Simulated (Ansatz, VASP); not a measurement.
## BN: VASP beside Ansatz

```
B N
1.0
     0.00000    1.88552    1.81300
     1.88552    0.00000    1.81300
     1.88552    1.88552    0.00000
B N
1 1
Direct
  0.00000 0.00000 0.00000
  0.75000 0.75000 0.75000
```

Change from the starting cell: strain +0.040 along x and y, +0.000 along z, atoms carried along.

Alike in both runs: task single point; functional PBE; k mesh 12 × 12 × 12; occupations gaussian, width 0.05 eV; no spin polarisation.

|  | VASP | Ansatz |
| --- | --- | --- |
| version | VASP 6.6.1 | Ansatz 0.2.0 |
| potentials or method | VASP PAW PBE potentials, release 64 (B, N) | scalar-relativistic, plane waves, PAW |
| plane-wave cutoff (eV) | 520 | 420 |
| valence electrons in the cell | 8 | 8 |

VASP gave:

| Item | Value |
| --- | --- |
| gap on the k mesh at the Fermi level (eV) | 3.74 |
| least direct gap on the mesh (eV) | 8.01 |
| pressure (GPa) | -25.5 |
| largest component of the traceless stress (GPa) | 14.02 |

Q: Estimate Ansatz's values.

A: gap on the k mesh at the Fermi level (eV): 3.75; least direct gap on the mesh (eV): 8.02; pressure (GPa): -25.5; largest component of the traceless stress (GPa): 14.00.

With one functional, cell and mesh, what is left measures potentials, basis and numerics.

Caveats: so large a pressure means that the cell lies far from this level's equilibrium, or that cutoff or potentials fall short (VASP). A k mesh can miss the band edges.
